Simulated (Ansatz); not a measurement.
Space group I4/m (No. 87). a = 6.826 Å, b = 6.826 Å, c = 4.254 Å, α = 90.00°, β = 90.00°, γ = 90.00°
```json
{"atom": "Ta", "site": "8h", "symmetry": "m..", "x": "0.1049", "y": "0.7156", "z": "0.5000"}
{"atom": "N", "site": "2b", "symmetry": "4/m..", "x": "0.0000", "y": "0.0000", "z": "0.5000"}
{"atom": "N", "site": "8h", "symmetry": "m..", "x": "0.8059", "y": "0.5918", "z": "0.5000"}
```

Equation of state of this Ta4N5 structure (not necessarily the ground state), with shape and atoms relaxed at each volume where symmetry leaves them free. It has no gap at any of these volumes. Computed with Ansatz, DFT PBEsol, scalar-relativistic, plane waves, PAW.

Settings: cutoff 420 eV, Γ-centred mesh 10×10×10 on the computed 9-atom cell, Gaussian smearing of 0.10 eV; no spin polarisation.

| V (Å³/atom) | E − E(largest V) (meV/atom) | P (GPa) |
| --- | --- | --- |
| 9.689 | 100.66 | 51.52 |
| 10.019 | 11.31 | 35.56 |
| 10.349 | -47.49 | 21.85 |
| 10.680 | -80.08 | 10.08 |
| 11.010 | -90.18 | 0.00 |
| 11.340 | -81.03 | -8.63 |
| 11.671 | -55.46 | -15.98 |
| 12.111 | 0.00 | -24.07 |

Q: Fit a third-order Birch–Murnaghan equation to E(V).

A: V0 = 11.01 Å³/atom, B0 = 309 GPa, B0' = 4.2.

Spin-orbit coupling is left out, which matters for the bands of heavy elements.